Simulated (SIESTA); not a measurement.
Crystal: Ni.

```xyz
1
Lattice="0.0000 1.7376 1.7376 1.7376 0.0000 1.7376 1.7376 1.7376 0.0000" Properties=species:S:1:pos:R:3 pbc="T T T"
Ni    0.0000    0.0000    0.0000
```

Base run:

```yaml
Program: SIESTA 5.4.2
Functional: vdW-DF
Potentials_or_basis: PseudoDojo 0.4 standard (PBE files)
Basis: DZP (energy shift 0.003 Ry; two zetas on semicore shells)
Grid_cutoff: 800 Ry
Energy_shift: 0.003 Ry
k_mesh: 13 × 13 × 13
Occupations: fermi-dirac, width 0.05 eV
Spin: collinear spin, ferromagnetic start
Starting_moments: "[1.0] μB"
```

Its results: band gap on the k mesh none (metal or under the smearing width); pressure 18.7 GPa; net moment 0.62 μB per cell; site moments Ni +0.62 μB.

Q: After a change of settings the same cell gave: band gap on the k mesh none (metal or under the smearing width); pressure 11.1 GPa; net moment 0.64 μB per cell; site moments Ni +0.64 μB. Which change was it?
A. functional from vdW-DF to PBE
B. functional from vdW-DF to vdW-DF2
C. functional from vdW-DF to VV10
D. functional from vdW-DF to vdW-DF-C09

A: C.

Caveats: short orbitals over semicore shells can move pressures by several GPa; the potentials were made for another functional, which shifts forces and pressure; the basis of atomic orbitals isn't converged, which shifts pressures, moduli and gaps; the non-local part is tabulated coarsely and may be off by about a percent (some runs).
